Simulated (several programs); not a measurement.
**Many methods on one cell: PtSe2 (CdCl2 type)**

PtSe2 built on the CdCl2 prototype, relaxed with r2SCAN+rVV10 in Ansatz, was computed with several methods. Space group R-3m (No. 166), trigonal; conventional cell a = 3.691 Å, c = 17.282 Å, 22.66 Å³ an atom. Pt has 6 Se at 2.51 Å; Se has 3 Pt at 2.51 Å. Values at 0 K without nuclear motion; spin polarisation is off, and the phase may be a hypothetical one.

```
Pt Se
1.0
     1.84570    1.06562    5.76071
    -1.84570    1.06562    5.76071
     0.00000   -2.13123    5.76071
Pt Se
1 2
Direct
  0.00000 0.00000 0.00000
  0.25678 0.25678 0.25678
  0.74322 0.74322 0.74322
```

Gaps and times are for a single point on this cell; volume and bulk modulus come from each method's own relaxation or energy curve at fixed shape, which is too stiff where a cell has free coordinates or axes. Times are rough, from shared hosts (Arm Neoverse V1; Arm Neoverse V2), and each method has its own mesh and cell size. A double dagger marks a value from a curve with shape and coordinates held. PM7 (MOPAC), GFN1-xTB (tblite), GFN2-xTB (tblite) treat a cluster of cells at its zone centre, which samples few k points: where these miss a band edge, the gap comes out too large for that reason alone. Gaps from k meshes are read at a limited set of points (mesh, symmetry points, PBE's band edges), so each method's own least gap may be somewhat smaller. xTB and the PM methods were fitted mostly to molecules, and can miss a solid's gap by electronvolts. Minimal bases can be far off for gaps. Times of the plane-wave rungs are withheld (a dash), since they come from other jobs, hosts and meshes; the meshes of hybrids and Hartree-Fock don't converge their gaps to the digits shown. Curves at held shape can't give the bulk modulus of a layered or molecular crystal, so none is listed. GLLB-SC's gap includes the derivative discontinuity. d marks a direct gap, i an indirect one (no mark: not told apart), a dash a value that wasn't computed or didn't pass its checks.

| method | kind | gap (eV) | own volume (Å³/atom) | bulk modulus (GPa) | atoms computed | processor time |
| --- | --- | --- | --- | --- | --- | --- |
| PBE-D3(BJ) | semilocal | – | 21.99 | – | 3 | – |
| r2SCAN+rVV10 | semilocal | – | 22.66 | – | 3 | – |
| PBE-D4 | semilocal | – | 22.05 | – | 3 | – |
| light PBE (260 eV, its own mesh) | light plane-wave | 0.34 i | – | – | 3 | 1.4 s |
| GFN1-xTB (tblite) | tight binding | 0.50 | 23.04‡ | – | cluster | 4.6 s |
| PBE | semilocal | 0.36 i | – | – | 3 | – |
| GFN2-xTB (tblite) | tight binding | 0.45 | 24.01‡ | – | cluster | 7.6 s |
| LDA | semilocal | 0.26 i | – | – | 3 | – |
| PBE/SZV (CP2K) | small basis | 0.40 i | – | – | 3 | 10 s |
| r2SCAN | semilocal | 0.51 i | – | – | 3 | – |
| PBE/DZVP (CP2K) | small basis | 0.36 i | 23.64‡ | – | 3 | 18 s |
| PBE/single zeta (GPAW) | small basis | 0.53 i | – | – | 3 | 19 s |
| PBE+SOC | semilocal | 0.33 i | – | – | 3 | – |
| GLLB-SC (GPAW) | model potential | 0.49 | – | – | 3 | 93 s |
| PM7 (MOPAC) | semi-empirical | 3.03 | – | – | cluster | 2.5 min |
| LC-ωPBE | hybrid | 5.06 i | – | – | 3 | – |
| PBE0 | hybrid | 1.39 i | – | – | 3 | – |
| HSE06 | hybrid | 0.82 i | – | – | 3 | – |
| Hartree-Fock | exact exchange | 5.75 i | – | – | 3 | – |
| DDH-PBE0 | hybrid | 0.58 i | – | – | 3 | – |
| HSE06+SOC | hybrid | 0.75 i | – | – | 3 | – |

Against HSE06 (0.82 eV) the nearest gap at the points sampled is that of HSE06+SOC (-0.07 eV) and the farthest that of Hartree-Fock (+4.93 eV). HSE06 is only a yardstick of convenience, and nearness to it can be luck.

Only the rows marked +SOC include spin-orbit coupling.
